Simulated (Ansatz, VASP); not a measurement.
Given: the input of a run of VASP 6.6.1 on TiO2. The cell is a database's computed one, not the measured one.

INCAR

```
PREC = Accurate
ENCUT = 600
EDIFF = 1E-6
ISMEAR = -1
SIGMA = 0.05
LREAL = F
LASPH = T
NELM = 80
ALGO = Normal
ISIF = 3
LWAVE = F
LCHARG = F
GGA = RE
IVDW = 12
IBRION = 2
NSW = 60
EDIFFG = -0.005
```

KPOINTS

```
Automatic mesh
0
Gamma
  6 6 9
```

File POSCAR:

```
TiO2
1.0
    4.5998373239      0.0000000000      0.0000000000
    0.0000000000      4.5998373239      0.0000000000
    0.0000000000      0.0000000000      2.9592135600
Ti O
2 4
Direct
    0.0000000000      0.0000000000      0.5000000000
    0.5000000000      0.5000000000      0.0000000000
    0.3043213200      0.3043213200      0.5000000000
    0.1956786800      0.8043213200      0.0000000000
    0.8043213200      0.1956786800      0.0000000000
    0.6956786800      0.6956786800      0.5000000000
```

Potentials or basis: VASP PAW PBE potentials, release 64 (Ti_sv, O).

The run is started by

```sh
$ cat potpaw_PBE.64/Ti_sv/POTCAR potpaw_PBE.64/O/POTCAR > POTCAR
$ mpirun -np 1 vasp_std > vasp.out
```

Q: Translate it to Ansatz 0.2.0. Potentials or basis there: Ansatz PAW, cutoff 420 eV.

A: As run (cutoffs and basis follow the program's own potentials, and thresholds, step limits or extra output files can differ):

The input input.yaml:

```yaml
crystal:
  lattice:
    - [4.5998373239, 0.0, 0.0]
    - [0.0, 4.5998373239, 0.0]
    - [0.0, 0.0, 2.95921356]
  atoms:
    - { symbol: Ti, position: [0.0, 0.0, 0.5] }
    - { symbol: Ti, position: [0.5, 0.5, 0.0] }
    - { symbol: O, position: [0.30432132, 0.30432132, 0.5] }
    - { symbol: O, position: [0.19567868, 0.80432132, 0.0] }
    - { symbol: O, position: [0.80432132, 0.19567868, 0.0] }
    - { symbol: O, position: [0.69567868, 0.69567868, 0.5] }
hamiltonian:
  xc: revpbe
  pseudopotentials: { kind: paw }
  dispersion: d3bj
kpoints:
  mp_grid: { grid: [6, 6, 9] }
scf:
  occupations: { method: fermi_dirac, width: 0.05 }
output:
  forces: true
  stress: true
  write_density: true
  write_potential: true
  elf: true
  volumetric_format: npy
relax:
  f_tol: 0.01
  max_steps: 40
  cell: { stress_tol: 0.05 }
```

Potentials or basis: Ansatz PAW.

Command:

```console
$ ansatz run input.yaml --threads 2 --pin off --max-ram 5120MiB --backend cpu --events-out ev --progress --plain --runs-dir out
```

Both were run:

|  | VASP | Ansatz |
| --- | --- | --- |
| Relaxed volume | 10.45 Å³/atom | 10.44 Å³/atom |
| Relaxed cell | a = 4.604 Å, b = 4.604 Å, c = 2.959 Å, α = 90.00°, β = 90.00°, γ = 90.00° | a = 4.603 Å, b = 4.603 Å, c = 2.956 Å, α = 90.00°, β = 90.00°, γ = 90.00° |
| Space group after relaxing | P4_2/mnm (No. 136) | P4_2/mnm (No. 136) |
| Pressure after relaxing | 0.0 GPa | 0.0 GPa |

Ansatz's pressure holds a Pulay term of +0.66 GPa for its cutoff of 420 eV, which the other run lacks.

VASP's potentials were made for PBE. Ansatz's potentials were made for PBE.

Where Ansatz's input types no cutoff or centring, it takes its own default and a Γ-centred mesh.

Pressure is positive in compression.
